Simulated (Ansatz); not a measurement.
# SrTiO$_{3}$: stiffness from a series of strains

```xyz
5
Lattice="3.9050 0.0000 0.0000 0.0000 3.9050 0.0000 0.0000 0.0000 3.9050" Properties=species:S:1:pos:R:3 pbc="T T T"
Sr    0.0000    0.0000    0.0000
Ti    1.9525    1.9525    1.9525
O     0.0000    1.9525    1.9525
O     1.9525    0.0000    1.9525
O     1.9525    1.9525    0.0000
```

Atom numbers follow the list: Sr1, Ti2, O3, O4, O5.

The conventional cell has a = 3.905 Å, b = 3.905 Å, c = 3.905 Å, α = 90.00°, β = 90.00°, γ = 90.00°. Around Sr (atom 1) lie 12 O at 2.76 Å. Ti (atom 2) has 6 O at 1.95 Å as nearest neighbours. O (atom 3) is surrounded by 2 Ti at 1.95 Å.

The cell is COD entry 7212245, as deposited and not checked against the literature; nothing was relaxed.

Computed with Ansatz 0.2.0, DFT, PBE, all-electron LAPW, scalar-relativistic.

Numerical set-up: a Γ-centred 7×7×7 k mesh, Fermi–Dirac smearing of 0.05 eV, basis error target 1 meV/atom, no spin polarisation.

The strain is applied along the Cartesian axes of the cell as listed (the other components stay zero). Fractional coordinates are held (clamped ions).

σ is the change of stress from the unstrained cell, which is at 4.31 GPa; tension is positive, so slopes are stress–strain coefficients at that pressure.

Only quantities that a quadratic follows smoothly over the whole series are listed; rougher ones are left out.

| εzz | σzz (GPa) | σxx (GPa) |
| --- | --- | --- |
| -0.0300 | -12.24 | -3.51 |
| -0.0100 | -3.67 | -1.12 |
| 0.0000 | 0.00 | 0.00 |
| 0.0100 | 3.31 | 1.06 |
| 0.0200 | 6.28 | 2.08 |
| 0.0300 | 8.95 | 3.04 |

(1) Fit the series and read off the stiffness at zero strain.

(2) One run, at εzz = -0.0200, is withheld. Predict its row.

Results:

(1) Least-squares fits y = p0 + p1 x + p2 x² to the rows give σzz (GPa): p1 = 352, p2 = -1800; σxx (GPa): p1 = 109, p2 = -260. So C11 = 352 GPa and C12 = 109 GPa, which gives B = (C11 + 2 C12)/3 = 190 GPa.

(2) The fits give -7.79, -2.29; the run gave -7.74, -2.28.
